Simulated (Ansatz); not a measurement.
The cell is COD entry 9008731, as deposited and not checked against the literature; nothing was relaxed.

An input for TaC: DFT, PBE, all-electron LAPW, scalar-relativistic (Ansatz 0.2.0).

Command: `ansatz run input.yaml --threads 1 --pin off --max-ram 3072MiB --backend cpu --events-out ev --progress --plain --runs-dir out` The run took 39 s on 1 thread of Arm Neoverse V2, with other jobs on the host, peak memory 0.49 GiB.

```yaml
crystal:
  lattice:
    - [0.0, 2.227, 2.227]
    - [2.227, 0.0, 2.227]
    - [2.227, 2.227, 0.0]
  atoms:
    - { symbol: Ta, position: [0.0, 0.0, 0.0] }
    - { symbol: C, position: [0.5, 0.5, 0.5] }
kpoints:
  mp_grid: { grid: [13, 13, 13] }
  band_path:
    path:
      - [0.0, 0.0, 0.0]
      - [0.5, 0.0, 0.5]
      - [0.625, 0.25, 0.625]
      - [0.375, 0.375, 0.75]
      - [0.0, 0.0, 0.0]
      - [0.5, 0.5, 0.5]
      - [0.5, 0.25, 0.75]
      - [0.5, 0.0, 0.5]
    npoints: 14
scf:
  occupations: { method: fermi_dirac, width: 0.08 }
hamiltonian:
  xc: pbe
  pseudopotentials: { kind: all_electron, lapw: { basis_error: 0.00025 } }
output:
  forces: true
  stress: true
  eigenvalues: true
  populations: true
  dos: { projected: true, de: 0.2, e_range: [-14, 8] }
```

Set-up and iterations as logged by Ansatz (the results part is left out, to be predicted):

```
Ta: projections on atomic orbitals take those of the free atom 1s2 2s2 2p6 3s2 3p6 3d10 4s2 4p6 4d10 4f14 5s2 5p6 5d3 6s2, of charge +0.00 (hamiltonian.pseudopotentials.projection_atoms)
C: projections on atomic orbitals take those of the free atom 1s2 2s2 2p2, of charge +0.00 (hamiltonian.pseudopotentials.projection_atoms)
LAPW: plane waves up to 10.043 Å⁻¹, error target 2.5e-4 eV per atom; small_component_spin mean_spin; C in spheres of 0.919 Å, 6 of its electrons in bands, Dirac shells []; Ta in spheres of 1.308 Å, 43 of its electrons in bands, Dirac shells []
Engine: ansatz 0.2.0
Pseudopotentials: kind: all_electron
Pseudopotential: Ta, LAPW, valence charge 43, Koelling and Harmon's equation, gaussian nucleus
Pseudopotential: C, LAPW, valence charge 6, Koelling and Harmon's equation, gaussian nucleus
Functional definition: PBE
  parameter kappa = 0.804
  parameter beta = 0.06672455060314922
  exchange = pbe_x(kappa = kappa, mu = beta*pi^2/3)
  correlation = pbe_c(beta = beta)
Crystal: 2 atoms, lattice volume = 22.090 Å³
Basis set: ecut = 384.2904072537253 eV, 339 PW (Γ), exchange–correlation at level 2
Bands: 30, of which v1, the nominal top of the filled ones, is band 25 counted from 1 (24 counted from 0)
Symmetry: 48 space group operations
Space group: Fm-3m (ITA 225), of the structure as read, at distance tolerance 2.8e-5 Å
k-points: 84 of 2197
Non-local potential: Ta, projectors of the file, none
Non-local potential: C, projectors of the file, none
Initial density: superposition of atomic densities (chi_scale 0.1, normalization cell, long waves kept (reshape's long-wave potential 0.00 eV rms))
Initial wavefunctions: plane waves of lowest kinetic energy (no species holds an atomic orbital)
Functional: x = pbe(κ = 0.804, μ = 0.2195149727645171), c = pbe(β = 0.06672455060314922)
iter 1 solved again at ethr=1.13e-2 eV; its pass at ethr=1.00e-1 eV (dr2=5.53e0 eV) is discarded
SCF iter   1: F=—  HF=-425609.219743 eV  |F-HF|=—  |Δ(HF+E_count)|=         —  Δρ=1.39e-1  dr2=5.53e0  ethr=1.13e-2  ⟨swp⟩=2.0  Hψ=15221  notcnv=0
iter 2 solved again at ethr=6.39e-4 eV; its pass at ethr=1.13e-2 eV (dr2=3.13e-1 eV) is discarded
SCF iter   2: F=—  HF=-425607.203091 eV  |F-HF|=—  |Δ(HF+E_count)|=    2.02e0  Δρ=3.37e-2  dr2=3.13e-1  ethr=6.39e-4  ⟨swp⟩=2.0  Hψ=12725  notcnv=0
SCF iter   3: F=—  HF=-425607.188186 eV  |F-HF|=—  |Δ(HF+E_count)|=         —  Δρ=2.93e-2  dr2=2.58e-1  ethr=6.38e-4  ⟨swp⟩=2.0  Hψ=7269  notcnv=0
the basis was enlarged: its passes take 657.2 KiB over the memory plan, 1 of 1 planned eigensolver slots
SCF iter   4: F=—  HF=-425607.186167 eV  |F-HF|=—  |Δ(HF+E_count)|=   2.02e-3  Δρ=1.20e-2  dr2=4.16e-2  ethr=5.26e-4  ⟨swp⟩=2.0  Hψ=6804  notcnv=0
SCF iter   5: F=—  HF=-425607.160697 eV  |F-HF|=—  |Δ(HF+E_count)|=   2.55e-2  Δρ=3.04e-3  dr2=1.29e-3  ethr=8.49e-5  ⟨swp⟩=2.3  Hψ=7553  notcnv=0
SCF iter   6: F=—  HF=-425607.161099 eV  |F-HF|=—  |Δ(HF+E_count)|=   4.02e-4  Δρ=1.05e-3  dr2=3.00e-4  ethr=2.64e-6  ⟨swp⟩=2.0  Hψ=7410  notcnv=0
SCF iter   7: F=—  HF=-425607.161065 eV  |F-HF|=—  |Δ(HF+E_count)|=   3.37e-5  Δρ=3.42e-4  dr2=2.75e-5  ethr=6.13e-7  ⟨swp⟩=2.0  Hψ=7413  notcnv=0
SCF iter   8: F=—  HF=-425607.161066 eV  |F-HF|=—  |Δ(HF+E_count)|=   1.24e-6  Δρ=1.10e-4  dr2=2.78e-6  ethr=5.62e-8  ⟨swp⟩=2.0  Hψ=7413  notcnv=0
SCF iter   9: F=—  HF=-425607.161065 eV  |F-HF|=—  |Δ(HF+E_count)|=   9.41e-7  Δρ=4.20e-5  dr2=4.31e-7  ethr=5.67e-9  ⟨swp⟩=2.6  Hψ=7552  notcnv=0
SCF iter  10: F=-425607.161065 eV  HF=-425607.161065 eV  |F-HF|=1.01e-8  |Δ(HF+E_count)|=   6.61e-8  Δρ=9.59e-6  dr2=1.89e-8  ethr=8.79e-10  ⟨swp⟩=2.6  Hψ=7568  notcnv=0
```

Spin polarisation is left out, and whether a magnetic state lies lower isn't shown here.

Q: What pressure will this run report?

A: 4.78 GPa (positive in compression).

Q: Is there a band gap?

A: none: with an odd electron count and no spin polarisation the bands can't all be full, a metal in this set-up (spin order or a larger cell could open a gap).
